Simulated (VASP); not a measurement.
# Settings for CuAu: self-consistent run

CuAu, P1 (no. 1), 2 atoms in the cell. PBE; PAW potentials Au, Cu (PBE set). VASP 6.6.1. The atoms are moved at random off their ideal places.

Wanted: energy within 1 meV/atom; forces within 0.005 eV/Å; pressure within 0.1 GPa.

POSCAR:
```
CuAu
1.0
    2.8107494552      0.0000000000      0.0000000000
    0.0000000000      2.8107494552      0.0000000000
    0.0000000000      0.0000000000      3.6850000000
Au Cu
1 1
Direct
   -0.0026660000     -0.0030260000      0.0009470000
    0.4995680000      0.5075740000      0.4995930000
```

## FFT grids and symmetry tolerance typed by hand

| FFT grids and symmetry tolerance typed by hand | Energy less reference (meV/atom) | Forces, largest deviation (eV/Å) | Pressure (GPa) | SCF iterations | Time (s) |
|---|---|---|---|---|---|
| default | 0.0 | 0.0000 | 5.12 | 14 | 64 |
| NGX, NGY, NGZ = 28, 28, 36 | 0.0 | 0.0001 | 5.12 | 14 | 120 |
| NGX, NGY, NGZ = 18, 18, 22 | 0.0 | 0.0003 | 5.12 | 14 | 42 |
| NGX, NGY, NGZ = 14, 14, 18 | -0.2 | 0.0041 | 5.13 | 14 | 30 |
| NGX, NGY, NGZ = 12, 12, 16 | -1.1 | 0.0005 | 5.16 | 14 | 25 |
| NGXF, NGYF, NGZF = 32, 32, 42 | 0.0 | 0.0006 | 5.13 | 14 | 69 |
| NGXF, NGYF, NGZF = 64, 64, 84 | 0.0 | 0.0001 | 5.12 | 14 | 78 |
| SYMPREC = 0.001 | 0.0 | 0.0000 | 5.12 | 14 | 72 |
| SYMPREC = 1e-08 | 0.0 | 0.0000 | 5.12 | 14 | 73 |
| EWALD_CUTOFF = 2.0 | -4991.9 | 0.0931 | -36.29 | 14 | 71 |
| EWALD_CUTOFF = 8.0 | 0.0 | 0.0000 | 5.12 | 14 | 75 |

Chosen: default; NGX, NGY, NGZ = 18, 18, 22 would be accurate enough too and is faster here.

## The input

INCAR:
```
SYSTEM = CuAu
PREC = Accurate
ENCUT = 520
EDIFF = 1E-7
ISMEAR = 1
SIGMA = 0.1
LREAL = .FALSE.
LASPH = .TRUE.
ALGO = Normal
NELM = 100
ISIF = 2
LWAVE = .FALSE.
LCHARG = .FALSE.
```

KPOINTS:
```
k-points
0
Gamma
  8 8 6
```

Commands:
```
cat potpaw_PBE.64/Au/POTCAR potpaw_PBE.64/Cu/POTCAR > POTCAR
mpirun -np 1 vasp_std > vasp.out
```

The chosen input took VASP 6.6.1 64 s on 1 core (Intel Xeon Platinum 8259CL @ 2.50GHz (Skylake/Cascade Lake)), a shared host.

## An input that fails: an FFT grid typed too coarse

It runs to its end, but against the unchanged starting input it is off by 141.6 meV/atom in the energy, 0.0851 eV/Å in the forces, 2.97 GPa in the pressure.

Changes against the starting input:
```
+ NGX = 8
+ NGY = 8
+ NGZ = 10
```
